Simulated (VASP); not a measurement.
# PbO: electric field gradients, by spin-orbit coupling

PbO, P4/nmm (no. 129), 4 atoms in the cell.

| Spin-orbit coupling | Vzz of the first element (V/Å²) | Vzz of the second element (V/Å²) | Time (s) |
|---|---|---|---|
| no | -233.84 | 0.46 | 13 |
| yes | -241.06 | 0.07 | 65 |

## Input of the first row

INCAR:
```
SYSTEM = PbO
  GGA = PE
  PREC = Accurate
  ENCUT = 600
  EDIFF = 1E-7
  LREAL = .FALSE.
  LASPH = .TRUE.
  ALGO = Normal
  NELM = 120
  LWAVE = .FALSE.
  LCHARG = .FALSE.
  ISMEAR = 0
  SIGMA = 0.02
  KPAR = 4
  LEFG = .TRUE.
  QUAD_EFG = 0 -25.58
```

KPOINTS:
```
k-points
0
Gamma
  6 6 5
```

POSCAR:
```
PbO
1.0
    3.9900000000      0.0000000000      0.0000000000
    0.0000000000      3.9900000000      0.0000000000
    0.0000000000      0.0000000000      5.0100000000
Pb O
2 2
Direct
    0.5000000000      0.0000000000      0.7600000000
    0.0000000000      0.5000000000      0.2400000000
    0.5000000000      0.5000000000      0.0000000000
    0.0000000000      0.0000000000      0.0000000000
```

Commands:
```
cat potpaw_PBE.64/Pb_d/POTCAR potpaw_PBE.64/O/POTCAR > POTCAR
mpirun -np 4 vasp_std > vasp.out
```

Changes of the last row against the first:
```
+ LSORBIT = True
+ MAGMOM = 12*0
+ GGA_COMPAT = False
- vasp_std
+ vasp_ncl
```

VASP 6.6.1 took 13 s on 4 cores (Intel Xeon Platinum 8488C (Sapphire Rapids)), a shared host.
